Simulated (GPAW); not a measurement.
# Near-edge structure at the O K edge of ZnO (zincite, P6_3mc)

Aim: the dependence of the O K near-edge features of ZnO (zincite, P6_3mc) on volume.

Method: X-ray absorption from dipole matrix elements to empty bands, plane-wave PAW revPBE, in GPAW 26.7.0.

This is a report of a sequence of runs, with most program output left out.

## 1. The structure

The structure is hexagonal, space group P6_3mc (No. 186). Conventional cell: a = 3.249 Å, b = 3.249 Å, c = 5.206 Å, α = 90.00°, β = 90.00°, γ = 120.00°. Nearest to Zn lie 4 O at 1.97 to 1.98 Å. Nearest to O lie 4 Zn at 1.97 to 1.98 Å. Farther neighbours and most contacts between anions are not listed.

Coordinates:

```
Zn O
1.0
     3.24931    0.00000    0.00000
    -1.62465    2.81398    0.00000
     0.00000    0.00000    5.20571
Zn O
2 2
Cartesian
  1.6247 0.9380 0.0000
  0.0000 1.8760 2.6029
  0.0000 1.8760 4.5759
  1.6247 0.9380 1.9730
```

## 2. The field without a hole

The ground state comes first: it tells whether the system has a gap, which decides how the excited electron is treated.

Contents of scf.py:

```python
import numpy as np
from ase import Atoms
from ase.parallel import parprint, paropen
from gpaw import GPAW, PW, FermiDirac, Mixer, MixerDif, setup_paths
from gpaw.test import gen
setup_paths.insert(0, '.')
gen('O', name='nch1s', xcname='revPBE', corehole=(1, 0, 0), write_xml=True)
from gpaw.mpi import world
world.barrier()

atoms = Atoms('Zn2O2',
    cell=[[3.249308, 0, 0],
     [-1.624654, 2.81398327, 0],
     [0, 0, 5.205709]],
    scaled_positions=[[0.66666667, 0.33333333, 0],
     [0.33333333, 0.66666667, 0.5],
     [0.33333333, 0.66666667, 0.87901],
     [0.66666667, 0.33333333, 0.37901]],
    pbc=True)
atoms.calc = calc = GPAW(legacy_gpaw=True, mode=PW(500, force_complex_dtype=True), xc='revPBE', setups={2: 'nch1s'},
    kpts={'size': (9, 9, 5), 'gamma': True}, occupations=FermiDirac(0.05),
    charge=0, mixer=Mixer(0.1, 5, 50), maxiter=150,
    convergence={'density': 0.0001, 'eigenstates': 1e-6}, txt='scf.txt')
energy = atoms.get_potential_energy() + calc.get_reference_energy()
ef = calc.get_fermi_level()
out = dict(energy=energy, fermi=ef, forces=atoms.get_forces().tolist())
parprint(f'all-electron energy {energy:.4f} eV, Fermi level {ef:.4f} eV')
ev = np.array([[calc.get_eigenvalues(k, s) for k in range(len(calc.get_ibz_k_points()))] for s in range(calc.get_number_of_spins())])
out['homo'], out['lumo'], out['counts'] = ev[ev < ef].max(), ev[ev > ef].min(), sorted(set((ev < ef).sum((0, 2)).tolist()))
out['filled'] = (ev[:, 0] < ef).sum(1).tolist()
import json
with paropen('out.json', 'w') as f:
    json.dump(out, f)
```

Started as:

```sh
$ OMP_NUM_THREADS=1 mpirun -n 4 gpaw python scf.py
```

Wall time 13 s (4 MPI ranks of AMD EPYC 9R14 (Zen 4), shared host); peak memory 0.19 GiB; 50 s of CPU time.

The mesh shows a gap of 0.84 eV, so the hole is first treated in a charged cell, without the excited electron.

## 3. Reference energy of the supercell

The photon energy needs a difference of total energies, so the cell and mesh of the coming hole run are first run without a hole.

Edit scf.py of step 2 so:

```diff
@@ -10,13 +10,21 @@
 
-atoms = Atoms('Zn2O2',
-    cell=[[3.249308, 0, 0],
-     [-1.624654, 2.81398327, 0],
-     [0, 0, 5.205709]],
+atoms = Atoms('Zn6O6',
+    cell=[[0, -5.62796655, 0],
+     [4.873962, -2.81398327, 0],
+     [-1.624654, 2.81398327, 5.205709]],
     scaled_positions=[[0.66666667, 0.33333333, 0],
-     [0.33333333, 0.66666667, 0.5],
-     [0.33333333, 0.66666667, 0.87901],
-     [0.66666667, 0.33333333, 0.37901]],
+     [0, 0.66666667, 0],
+     [0.33333333, 0, 0],
+     [0.83333333, 0.16666667, 0.5],
+     [0.16666667, 0.5, 0.5],
+     [0.5, 0.83333333, 0.5],
+     [0.95967, 0.29300333, 0.87901],
+     [0.29300333, 0.62633667, 0.87901],
+     [0.62633667, 0.95967, 0.87901],
+     [0.79300333, 0.45967, 0.37901],
+     [0.12633667, 0.79300333, 0.37901],
+     [0.45967, 0.12633667, 0.37901]],
     pbc=True)
-atoms.calc = calc = GPAW(legacy_gpaw=True, mode=PW(500, force_complex_dtype=True), xc='revPBE', setups={2: 'nch1s'},
-    kpts={'size': (9, 9, 5), 'gamma': True}, occupations=FermiDirac(0.05),
+atoms.calc = calc = GPAW(legacy_gpaw=True, mode=PW(500, force_complex_dtype=True), xc='revPBE', setups={6: 'nch1s'},
+    kpts={'size': (4, 4, 4), 'gamma': True}, occupations=FermiDirac(0.02),
     charge=0, mixer=Mixer(0.1, 5, 50), maxiter=150,
```

It took 44 s on 4 MPI ranks; peak memory 0.3 GiB.

Reference energy: -305496.366 eV with the cores included.

## 4. Spectrum with FCH, O atom 3

The holes are 5.6 Å apart. In GPAW the data set carries the hole's charge, so charge=0 means a charged cell and charge=-1 a neutral one. The excited electron is left out and a uniform background balances the charge. After the field has converged, empty bands are computed with the density fixed and the dipole matrix elements are summed.

The absorber has 4 Zn at 1.97 Å (tetrahedral, site symmetry 3m).

Contents of xas.py:

```python
import numpy as np
from ase import Atoms
from ase.parallel import parprint, paropen
from gpaw import GPAW, PW, FermiDirac, Mixer, MixerDif, setup_paths
from gpaw.test import gen
setup_paths.insert(0, '.')
gen('O', name='fch1s', xcname='revPBE', corehole=(1, 0, 1), write_xml=True)
from gpaw.mpi import world
world.barrier()

atoms = Atoms('Zn6O6',
    cell=[[0, -5.62796655, 0],
     [4.873962, -2.81398327, 0],
     [-1.624654, 2.81398327, 5.205709]],
    scaled_positions=[[0.66666667, 0.33333333, 0],
     [0, 0.66666667, 0],
     [0.33333333, 0, 0],
     [0.83333333, 0.16666667, 0.5],
     [0.16666667, 0.5, 0.5],
     [0.5, 0.83333333, 0.5],
     [0.95967, 0.29300333, 0.87901],
     [0.29300333, 0.62633667, 0.87901],
     [0.62633667, 0.95967, 0.87901],
     [0.79300333, 0.45967, 0.37901],
     [0.12633667, 0.79300333, 0.37901],
     [0.45967, 0.12633667, 0.37901]],
    pbc=True)
atoms.calc = calc = GPAW(legacy_gpaw=True, mode=PW(500, force_complex_dtype=True), xc='revPBE', setups={6: 'fch1s'},
    kpts={'size': (4, 4, 4), 'gamma': True}, occupations=FermiDirac(0.02),
    charge=0, mixer=Mixer(0.1, 5, 50), maxiter=150,
    convergence={'density': 0.0001, 'eigenstates': 1e-6}, txt='scf.txt')
energy = atoms.get_potential_energy() + calc.get_reference_energy()
ef = calc.get_fermi_level()
out = dict(energy=energy, fermi=ef, forces=atoms.get_forces().tolist())
parprint(f'all-electron energy {energy:.4f} eV, Fermi level {ef:.4f} eV')
ev = np.array([[calc.get_eigenvalues(k, s) for k in range(len(calc.get_ibz_k_points()))] for s in range(calc.get_number_of_spins())])
out['homo'], out['lumo'], out['counts'] = ev[ev < ef].max(), ev[ev > ef].min(), sorted(set((ev < ef).sum((0, 2)).tolist()))
out['filled'] = (ev[:, 0] < ef).sum(1).tolist()

from ase.units import Ha
from gpaw.xas import dipole_matrix_elements
nb = int(calc.get_number_of_electrons() / 2) + 88
top, nb = nb, nb + 8 + nb // 12
nscf = calc.fixed_density(kpts={'size': (5, 5, 5), 'gamma': True}, nbands=nb,
    convergence={'bands': top, 'eigenstates': 5e-3}, maxiter=60, txt='nscf.txt')
cell = atoms.cell.array
ops = [cell.T @ U.T @ np.linalg.inv(cell.T) for U in nscf.wfs.kd.symmetry.op_scc]
filled = [54]  # bands filled in the ground state, by spin
E = np.arange(-6, 34, 0.1)
fwhm = np.interp(E, [4, 25], [0.9, 3.5])
Y, X, zero, highest = 0, 0, 1e9, 1e9
for spin in range(nscf.get_number_of_spins()):
    wfs = nscf.wfs
    mine = wfs.bd.get_slice()  # this rank's bands
    A = dipole_matrix_elements(wfs.setups[6])
    eps = np.zeros((wfs.kd.nibzkpts, nb))
    d = np.zeros((3, A.shape[1], wfs.kd.nibzkpts, nb), complex)
    for kpt in wfs.kpt_u:
        if kpt.s == spin and 6 in kpt.P_ani:
            eps[kpt.k, mine] = kpt.eps_n * Ha
            d[:, :, kpt.k, mine] = (kpt.weight * wfs.nspins / 2) ** 0.5 * np.inner(A, kpt.P_ani[6])
    world.sum(eps)
    world.sum(d)
    T = np.einsum('amkn,bmkn->abkn', d, d.conj()).real
    T = sum(np.einsum('ai,ijkn,bj->abkn', R, T, R) for R in ops) / len(ops)
    empty = np.ones_like(eps, bool) & (np.arange(nb) >= filled[spin])
    zero, highest = min(zero, eps[empty].min()), min(highest, eps[:, top - 1].min())
    lines = [(eps, T, empty)] if spin == 0 else lines + [(eps, T, empty)]
for eps, T, empty in lines:
    f = np.einsum('aakn->akn', T).reshape(3, -1)
    x = eps.ravel() - zero
    w = np.interp(x, E, fwhm) / 2.35482
    g = np.exp(-0.5 * ((E[:, None] - x) / w) ** 2) / (w * (2 * np.pi) ** 0.5)
    Y = Y + (f * empty.ravel()) @ g.T
    X = X + (f * ~empty.ravel()) @ g.T
out.update(E=E.round(2).tolist(), xas=Y.tolist(), xes=X.tolist(), zero=zero, valid=highest - zero, nk=len(eps), nb=nb)
for i in range(0, len(E), 10):
    parprint(f'{E[i]:7.2f}', *(f'{v:10.3e}' for v in Y[:, i]))
import json
with paropen('out.json', 'w') as f:
    json.dump(out, f)
```

Started as:

```sh
$ OMP_NUM_THREADS=1 mpirun -n 4 gpaw python xas.py
```

It took 2.2 min on 4 MPI ranks; peak memory 0.58 GiB.

The O K spectrum, O atom 3, full core hole (charged cell) (energy from the lowest empty level; intensity scaled to a mean of 1 over the first 20 eV; polarised curves are means over the symmetry-equivalent atoms):

```
E (eV)  isotropic  ε ⊥ c  ε ∥ c
  -2.0       0.00   0.00   0.00
  -1.5       0.00   0.00   0.00
  -1.0       0.00   0.00   0.00
  -0.5       0.00   0.00   0.00
   0.0       0.00   0.00   0.00
   0.5       0.03   0.03   0.03
   1.0       0.08   0.08   0.07
   1.5       0.15   0.15   0.15
   2.0       0.28   0.29   0.25
   2.5       0.36   0.37   0.34
   3.0       0.60   0.60   0.61
   3.5       0.90   0.92   0.84
   4.0       1.43   1.41   1.46
   4.5       1.82   1.75   1.95
   5.0       2.05   1.94   2.29
   5.5       2.07   2.08   2.07
   6.0       2.28   2.49   1.88
   6.5       2.81   3.11   2.19
   7.0       3.09   3.36   2.55
   7.5       2.73   2.85   2.48
   8.0       1.92   1.94   1.89
   8.5       1.20   1.12   1.35
   9.0       0.89   0.69   1.29
   9.5       0.95   0.63   1.58
  10.0       1.05   0.71   1.73
  10.5       1.00   0.77   1.46
  11.0       0.92   0.86   1.05
  11.5       0.92   1.00   0.75
  12.0       0.98   1.17   0.61
  12.5       1.02   1.27   0.53
  13.0       0.98   1.23   0.50
  13.5       0.87   1.06   0.49
  14.0       0.73   0.84   0.51
  14.5       0.60   0.63   0.54
  15.0       0.52   0.49   0.58
  15.5       0.47   0.39   0.62
  16.0       0.44   0.33   0.65
  16.5       0.42   0.30   0.66
  17.0       0.42   0.30   0.65
  17.5       0.42   0.32   0.64
  18.0       0.45   0.36   0.62
  18.5       0.49   0.43   0.63
  19.0       0.55   0.50   0.67
  19.5       0.63   0.57   0.74
  20.0       0.70   0.64   0.83
  20.5       0.78   0.71   0.91
  21.0       0.85   0.79   0.98
  21.5       0.92   0.88   1.00
  22.0       0.98   0.98   0.98
  22.5       1.03   1.08   0.93
  23.0       1.07   1.18   0.86
  23.5       1.12   1.29   0.79
  24.0       1.18   1.40   0.76
  24.5       1.26   1.50   0.77
  25.0       1.33   1.57   0.85
  25.5       1.39   1.60   0.97
  26.0       1.43   1.58   1.13
  26.5       1.43   1.50   1.31
  27.0       1.41   1.38   1.46
  27.5       1.34   1.24   1.56
  28.0       1.26   1.09   1.59
  28.5       1.15   0.97   1.53
  29.0       1.05   0.87   1.40
  29.5       0.95   0.81   1.23
  30.0       0.87   0.77   1.06
  30.5       0.80   0.74   0.91
  31.0       0.74   0.72   0.79
  31.5       0.69   0.69   0.69
  32.0       0.66   0.67   0.63
```

Main maxima below 24 eV (height): 7.0 eV (3.09), 10.1 eV (1.05) and 12.5 eV (1.02). A K edge sees empty p states on the absorber.

The hole costs E(hole) − E(ground) = 533.10 eV, and the lowest empty level of the hole cell on the spectrum's mesh lies at 4.73 eV, which puts the zero at 537.83 eV. One term is added: -8.91 eV, since the hole is spin-paired here and a spin-polarised one costs that much less in the free atom (computed apart). The photon energy is then 528.92 eV. The functional and the charged cell's background leave an error of a few eV in such absolute values.

## 5. Supercell without a hole, the energy reference

The cell changes for the next run, so it gets a reference energy of its own.

The cell differs from the one that the last finished run ended in (a 5.628 → 5.513 Å, b 5.628 → 5.513 Å, c 6.137 → 6.011 Å).

Edit scf.py of step 3 so:

```diff
@@ -11,5 +11,5 @@
 atoms = Atoms('Zn6O6',
-    cell=[[0, -5.62796655, 0],
-     [4.873962, -2.81398327, 0],
-     [-1.624654, 2.81398327, 5.205709]],
+    cell=[[0, -5.51307785, 0],
+     [4.77446547, -2.75653892, 0],
+     [-1.59148849, 2.75653892, 5.09944022]],
     scaled_positions=[[0.66666667, 0.33333333, 0],
```

Started as:

```sh
$ OMP_NUM_THREADS=1 mpirun -n 4 gpaw python scf.py
```

Run time: 40 s. Hardware: 4 MPI ranks; peak memory 0.31 GiB.

Reference energy: -305495.609 eV with the cores included.

## 6. Spectrum with FCH, O atom 3

Shorter bonds are expected to push antibonding states and scattering resonances up, and longer ones down; the cell is scaled to test that.

Changed against the first core-hole run: volume scale from 1 to 0.94.

Edit xas.py of step 4 so:

```diff
@@ -11,5 +11,5 @@
 atoms = Atoms('Zn6O6',
-    cell=[[0, -5.62796655, 0],
-     [4.873962, -2.81398327, 0],
-     [-1.624654, 2.81398327, 5.205709]],
+    cell=[[0, -5.51307785, 0],
+     [4.77446547, -2.75653892, 0],
+     [-1.59148849, 2.75653892, 5.09944022]],
     scaled_positions=[[0.66666667, 0.33333333, 0],
@@ -41,3 +41,3 @@
 from gpaw.xas import dipole_matrix_elements
-nb = int(calc.get_number_of_electrons() / 2) + 88
+nb = int(calc.get_number_of_electrons() / 2) + 83
 top, nb = nb, nb + 8 + nb // 12
```

Started as:

```sh
$ OMP_NUM_THREADS=1 mpirun -n 4 gpaw python xas.py
```

Wall time 1.9 min (4 MPI ranks); peak memory 0.56 GiB.

```
E (eV)  first run  this run
  -2.0       0.00      0.00
  -1.0       0.00      0.00
   0.0       0.00      0.00
   1.0       0.08      0.07
   2.0       0.28      0.27
   3.0       0.60      0.55
   4.0       1.43      1.31
   5.0       2.05      1.94
   6.0       2.28      2.18
   7.0       3.09      2.93
   8.0       1.92      2.35
   9.0       0.89      1.03
  10.0       1.05      1.01
  11.0       0.92      0.95
  12.0       0.98      0.91
  13.0       0.98      0.97
  14.0       0.73      0.81
  15.0       0.52      0.58
  16.0       0.44      0.47
  17.0       0.42      0.42
  18.0       0.45      0.41
  19.0       0.55      0.48
  20.0       0.70      0.60
  21.0       0.85      0.75
  22.0       0.98      0.89
  23.0       1.07      1.01
  24.0       1.18      1.09
  25.0       1.33      1.21
  26.0       1.43      1.35
  27.0       1.41      1.41
  28.0       1.26      1.37
  29.0       1.05      1.22
  30.0       0.87      1.01
  31.0       0.74      0.85
  32.0       0.66      0.73
```

Against the first run the r.m.s. difference is 10 %. The highest intensity below 16 eV goes from 7.0 eV (3.09) to 7.2 eV (2.99).

The photon energy of the zero moves by +0.29 eV.

## 7. Reference energy of the supercell

The cell differs from the one that the last finished run ended in (a 5.513 → 5.571 Å, b 5.513 → 5.571 Å, c 6.011 → 6.075 Å).

Edit scf.py of step 5 so:

```diff
@@ -11,5 +11,5 @@
 atoms = Atoms('Zn6O6',
-    cell=[[0, -5.51307785, 0],
-     [4.77446547, -2.75653892, 0],
-     [-1.59148849, 2.75653892, 5.09944022]],
+    cell=[[0, -5.57111451, 0],
+     [4.82472669, -2.78555726, 0],
+     [-1.60824223, 2.78555726, 5.15312249]],
     scaled_positions=[[0.66666667, 0.33333333, 0],
```

Started as:

```sh
$ OMP_NUM_THREADS=1 mpirun -n 4 gpaw python scf.py
```

Wall time 36 s (4 MPI ranks); peak memory 0.3 GiB.

Reference energy: -305496.066 eV with the cores included.

## 8. Spectrum with FCH, O atom 3

Changed against the first core-hole run: volume scale from 1 to 0.97.

Edit xas.py of step 6 so:

```diff
@@ -11,5 +11,5 @@
 atoms = Atoms('Zn6O6',
-    cell=[[0, -5.51307785, 0],
-     [4.77446547, -2.75653892, 0],
-     [-1.59148849, 2.75653892, 5.09944022]],
+    cell=[[0, -5.57111451, 0],
+     [4.82472669, -2.78555726, 0],
+     [-1.60824223, 2.78555726, 5.15312249]],
     scaled_positions=[[0.66666667, 0.33333333, 0],
@@ -41,3 +41,3 @@
 from gpaw.xas import dipole_matrix_elements
-nb = int(calc.get_number_of_electrons() / 2) + 83
+nb = int(calc.get_number_of_electrons() / 2) + 85
 top, nb = nb, nb + 8 + nb // 12
```

Started as:

```sh
$ OMP_NUM_THREADS=1 mpirun -n 4 gpaw python xas.py
```

It took 2 min on 4 MPI ranks; peak memory 0.57 GiB.

```
E (eV)  first run  this run
  -2.0       0.00      0.00
  -1.0       0.00      0.00
   0.0       0.00      0.00
   1.0       0.08      0.07
   2.0       0.28      0.27
   3.0       0.60      0.58
   4.0       1.43      1.37
   5.0       2.05      2.00
   6.0       2.28      2.23
   7.0       3.09      3.04
   8.0       1.92      2.15
   9.0       0.89      0.94
  10.0       1.05      1.03
  11.0       0.92      0.93
  12.0       0.98      0.94
  13.0       0.98      0.98
  14.0       0.73      0.77
  15.0       0.52      0.55
  16.0       0.44      0.45
  17.0       0.42      0.41
  18.0       0.45      0.43
  19.0       0.55      0.51
  20.0       0.70      0.65
  21.0       0.85      0.80
  22.0       0.98      0.94
  23.0       1.07      1.04
  24.0       1.18      1.14
  25.0       1.33      1.27
  26.0       1.43      1.39
  27.0       1.41      1.42
  28.0       1.26      1.32
  29.0       1.05      1.13
  30.0       0.87      0.93
  31.0       0.74      0.79
  32.0       0.66      0.69
```

The scaled spectrum changes by 5 % r.m.s. The highest intensity below 16 eV goes from 7.0 eV (3.09) to 7.1 eV (3.05).

The photon energy of the zero moves by +0.14 eV.

## 9. Reference energy of the supercell

The cell differs from the one that the last finished run ended in (a 5.571 → 5.684 Å, b 5.571 → 5.684 Å, c 6.075 → 6.197 Å).

Edit scf.py of step 7 so:

```diff
@@ -11,5 +11,5 @@
 atoms = Atoms('Zn6O6',
-    cell=[[0, -5.57111451, 0],
-     [4.82472669, -2.78555726, 0],
-     [-1.60824223, 2.78555726, 5.15312249]],
+    cell=[[0, -5.68369261, 0],
+     [4.92222219, -2.84184631, 0],
+     [-1.64074073, 2.84184631, 5.25725403]],
     scaled_positions=[[0.66666667, 0.33333333, 0],
```

Started as:

```sh
$ OMP_NUM_THREADS=1 mpirun -n 4 gpaw python scf.py
```

Elapsed: 39 s, on 4 MPI ranks; peak memory 0.31 GiB; 2.6 min of CPU time.

Reference energy: -305496.557 eV with the cores included.

## 10. Spectrum with FCH, O atom 3

Changed against the first core-hole run: volume scale from 1 to 1.03.

Edit xas.py of step 8 so:

```diff
@@ -11,5 +11,5 @@
 atoms = Atoms('Zn6O6',
-    cell=[[0, -5.57111451, 0],
-     [4.82472669, -2.78555726, 0],
-     [-1.60824223, 2.78555726, 5.15312249]],
+    cell=[[0, -5.68369261, 0],
+     [4.92222219, -2.84184631, 0],
+     [-1.64074073, 2.84184631, 5.25725403]],
     scaled_positions=[[0.66666667, 0.33333333, 0],
@@ -41,3 +41,3 @@
 from gpaw.xas import dipole_matrix_elements
-nb = int(calc.get_number_of_electrons() / 2) + 85
+nb = int(calc.get_number_of_electrons() / 2) + 90
 top, nb = nb, nb + 8 + nb // 12
```

Started as:

```sh
$ OMP_NUM_THREADS=1 mpirun -n 4 gpaw python xas.py
```

Elapsed: 2.3 min, on 4 MPI ranks; peak memory 0.59 GiB; 9.2 min of CPU time.

```
E (eV)  first run  this run
  -2.0       0.00      0.00
  -1.0       0.00      0.00
   0.0       0.00      0.00
   1.0       0.08      0.08
   2.0       0.28      0.28
   3.0       0.60      0.63
   4.0       1.43      1.50
   5.0       2.05      2.09
   6.0       2.28      2.35
   7.0       3.09      3.09
   8.0       1.92      1.70
   9.0       0.89      0.88
  10.0       1.05      1.05
  11.0       0.92      0.92
  12.0       0.98      1.02
  13.0       0.98      0.97
  14.0       0.73      0.68
  15.0       0.52      0.49
  16.0       0.44      0.43
  17.0       0.42      0.42
  18.0       0.45      0.47
  19.0       0.55      0.60
  20.0       0.70      0.75
  21.0       0.85      0.90
  22.0       0.98      1.01
  23.0       1.07      1.11
  24.0       1.18      1.24
  25.0       1.33      1.38
  26.0       1.43      1.44
  27.0       1.41      1.37
  28.0       1.26      1.18
  29.0       1.05      0.97
  30.0       0.87      0.81
  31.0       0.74      0.70
  32.0       0.66      0.64
```

Against the first run the r.m.s. difference is 5 %. The highest intensity below 16 eV goes from 7.0 eV (3.09) to 6.9 eV (3.11).

The photon energy of the zero moves by -0.13 eV.

## 11. Reference energy of the supercell

The cell differs from the one that the last finished run ended in (a 5.684 → 5.738 Å, b 5.684 → 5.738 Å, c 6.197 → 6.257 Å).

Edit scf.py of step 9 so:

```diff
@@ -11,5 +11,5 @@
 atoms = Atoms('Zn6O6',
-    cell=[[0, -5.68369261, 0],
-     [4.92222219, -2.84184631, 0],
-     [-1.64074073, 2.84184631, 5.25725403]],
+    cell=[[0, -5.73834685, 0],
+     [4.96955415, -2.86917343, 0],
+     [-1.65651805, 2.86917343, 5.30780765]],
     scaled_positions=[[0.66666667, 0.33333333, 0],
```

Started as:

```sh
$ OMP_NUM_THREADS=1 mpirun -n 4 gpaw python scf.py
```

Run time: 45 s. Hardware: 4 MPI ranks; peak memory 0.31 GiB.

Reference energy: -305496.632 eV with the cores included.

[end of part 1 of 2]

[Logs are printed without paths, hosts, clocks, repeated set-up lines and the standing remarks that a program may print on its own settings, such as how far it seeks lower states.]

[Hosts, paths, dates, database ids (printed as entryN), source tags and the programs' standing remarks are cut or masked in the printed files.]

[Lists of maxima count a maximum above −3 eV only where it reaches 4 % of the highest in the window and stands out from its surroundings by 2 % of it (1.5 % where it reaches 55 %); shoulders and weaker maxima are passed over, and of the rest the first, up to two pre-edge ones and the few strongest are named.]
